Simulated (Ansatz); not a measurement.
CuCl: pressure against volume scale

All results are calculated (Ansatz 0.2.0). Periodic Kohn-Sham DFT of a crystal at fixed atoms, scaled to volume_scale times the given cell; pressure positive in compression, energy less spherical unpolarised free atoms, largest_vzz the field gradient of largest size among the nuclei.

The cell before it is scaled or strained (space group F-43m, No. 216):
```
CuCl
1.0
      0.0000     2.7101     2.7101
      2.7101     0.0000     2.7101
      2.7101     2.7101     0.0000
Cu Cl
1 1
Direct
  0.00000 0.00000 0.00000
  0.75000 0.75000 0.75000
```

Settings of every row: method frozen-core PAW; functional PBE; relativity scalar; k mesh 13x13x13; filling fermi-dirac; smearing width 0.05 eV; wave cutoff 420 eV; paw set soft_2.

Atom start moment: 0 on all atoms.

| row | volume scale | V (Å³/atom) | pressure (GPa) |
| --- | --- | --- | --- |
| 1 | 0.9405 | 18.72 | 3.638 |
| 2 | 0.97 | 19.308 | 1.726 |
| 3 | 1 | 19.905 | ? |
| 4 | 1.03 | 20.502 | -1.245 |
| 5 | 1.06 | 21.099 | -2.366 |

Question: what pressure should row 3 give?

Worked fit of pressure. Take u = (V_r/V)^(2/3) − 1 with V_r = 19.905 Å³ an atom, which is twice the finite (Eulerian) strain; such expansions in the strain, on which the Birch-Murnaghan equation of state is built, carry the rest volume and the bulk modulus. The shown rows have u = 0.04177, 0.02051, -0.01951, -0.03809. Least squares give pressure = 0.104 + 74.214 × u + 247.64 × u² GPa; a straight line predicts inner rows, each left out in turn, worse (root mean square 0.23 against 0.011 GPa). The rows lie off it by 0.002, -0.004, 0.005, -0.002 (root mean square 0.0035 GPa). The pressure vanishes at u = -0.0014, or V = 19.95 Å³ an atom, and there the bulk modulus at fixed shape and fractions is B = −V dP/dV = (2/3)(1 + u) dP/du = 48.9 GPa. The withheld row has u = 0, so the fit gives 0.104 + 74.214 × (0) + 247.64 × (0)² = 0.104 GPa.

The calculation gave 0.105 GPa. The fit lies 0.001 GPa (0.017 % of the column's range) below it, one unit of the last digit.
